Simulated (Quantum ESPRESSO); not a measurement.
# Te2Mo under changes of volume

One of the cells (24.965 Å³/atom); the others are scaled copies at fixed shape and fractional positions:

```
CELL_PARAMETERS angstrom
3.51820 0.00000 0.00000
-1.75910 3.04685 0.00000
0.00000 0.00000 13.97360
ATOMIC_POSITIONS crystal
Te 0.66667 0.33333 0.37900
Te 0.33333 0.66667 0.87900
Te 0.66667 0.33333 0.12100
Te 0.33333 0.66667 0.62100
Mo 0.66667 0.33333 0.75000
Mo 0.33333 0.66667 0.25000
```

```yaml
Program: Quantum ESPRESSO 7.5
Functional: PBE
Potentials_or_basis: SSSP 1.3 efficiency PBE
Cutoff: 816 eV
Density_cutoff: 5987 eV
k_mesh: 9 × 9 × 2
Occupations: fermi-dirac, width 0.05 eV
Spin: no spin polarisation
```

```csv
volume (Å³/atom),energy over the lowest point (meV/atom),pressure (GPa),gap on the mesh (eV),largest force (eV/Å)
23.467,81.53,11.7,0.68,1.285
23.966,49.62,8.8,0.70,0.929
24.466,?,?,?,?
24.965,10.86,3.8,0.73,0.299
25.464,2.31,1.7,0.74,0.020
25.963,0.00,-0.2,0.75,0.237
26.463,3.28,-1.9,0.76,0.475
```

**Question.** What does the run at 24.466 Å³/atom give?

**Answer.** Energy over the lowest point 26.36 meV/atom; pressure 6.2 GPa; gap on the mesh 0.71 eV; largest force 0.601 eV/Å.

Worked out: A Birch-Murnaghan fit of order 3 (a polynomial in V^(-2/3)) to the other rows has its minimum at 25.91 Å³/atom with B0 = V·E''(V) = 94 GPa and B' = 4.6 at fixed shape and positions, which overstates the stiffness. It gives 26.34 meV/atom at 24.466 Å³/atom, against the run's 26.36, and -dE/dV = 6.2 GPa, against 6.2. A straight line through the other rows of the gap, of slope 0.658 eV per unit of ln V, gives 0.71 eV, against the run's 0.71.

Energies are extrapolated to zero smearing.

Caveats: spin-orbit coupling is left out, which moves the levels of the heavy elements; an odd mesh through Γ misses points on the zone boundary, where band edges often lie; this functional lacks dispersion, which binds the layers, so the pressure and a relaxed spacing across them are unreliable; forces of over 1 eV/Å show positions far from the minimum, so gaps and moduli don't describe the material at rest (some runs).
